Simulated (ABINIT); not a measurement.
**SnO2 (Cassiterite) in ABINIT: the effect of functional**

The system is SnO2 (Cassiterite).

```
Sn O
1.0
     4.73800    0.00000    0.00000
     0.00000    4.73800    0.00000
     0.00000    0.00000    3.18650
Sn O
2 4
Direct
  0.50000 0.50000 0.50000
  0.00000 0.00000 0.00000
  0.80710 0.19290 0.50000
  0.69290 0.69290 0.00000
  0.19290 0.80710 0.50000
  0.30710 0.30710 0.00000
```

Alike in all runs:

```yaml
Program: ABINIT 10.8.3 (patched build)
Task: band structure
Potentials_or_basis: Ansatz PAW PBE default generated set, frozen core
Cutoff: 517 eV
k_mesh: 6 × 6 × 8
Occupations: fermi-dirac, width 0.05 eV
Spin: no spin polarisation
```

| functional | gap on the mesh (eV) | pressure (GPa) | largest force (eV/Å) |
| --- | --- | --- | --- |
| revPBE | 1.35 | 14.2 | 0.29 |
| PW91 | 1.27 | 10.3 | 0.27 |
| WC | ? | ? | ? |

Problem. What does the run with functional WC give?

Solution. gap on the mesh 1.18 eV; pressure 4.9 GPa; largest force 0.22 eV/Å.

Caveats: the PAW data sets were made with another functional, which shifts forces and pressure a little; spin-orbit coupling is left out, which moves the levels of the heavy elements; the atomic spheres overlap.

